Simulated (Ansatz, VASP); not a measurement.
# TaN: VASP beside Ansatz

```
CELL_PARAMETERS angstrom
0.00000 2.21132 2.21132
2.21132 0.00000 2.21132
2.21132 2.21132 0.00000
ATOMIC_POSITIONS crystal
Ta 0.50000 0.50000 0.50000
N 0.00000 0.00000 0.00000
```

The cell comes from a database or a generator and needn't be the stable form of this composition.

Alike in both runs: task single point; functional PBEsol; k mesh 10 × 10 × 10; occupations fermi-dirac, width 0.05 eV; no spin polarisation.

|  | VASP | Ansatz |
| --- | --- | --- |
| version | VASP 6.6.1 | Ansatz 0.2.0 |
| potentials or method | VASP PAW PBE potentials, release 64 (Ta_pv, N) | Ansatz PAW |
| plane-wave cutoff (eV) | 520 | 420 |
| valence electrons in the cell | 16 | 18 |

VASP gave:

| Quantity | Value |
| --- | --- |
| gap on the k mesh at the Fermi level (eV) | none |
| pressure (GPa) | -9.9 |

Which values does Ansatz return?

gap on the k mesh at the Fermi level (eV): none; pressure (GPa): -10.7.

A gap of «none» marks a metal or a gap that the smearing closes. The two sets of potentials don't hold the same shells in valence.

Caveats: the PAW data sets were made with another functional, which shifts forces and pressure a little (VASP); the pressure holds a Pulay correction of +0.5 GPa for the finite cutoff (Ansatz); the PAW data sets come from PBE, with cores solved anew for the run's functional, which leaves a small shift of forces and pressure (Ansatz). Spin-orbit coupling is left out, which matters for the levels of Ta.
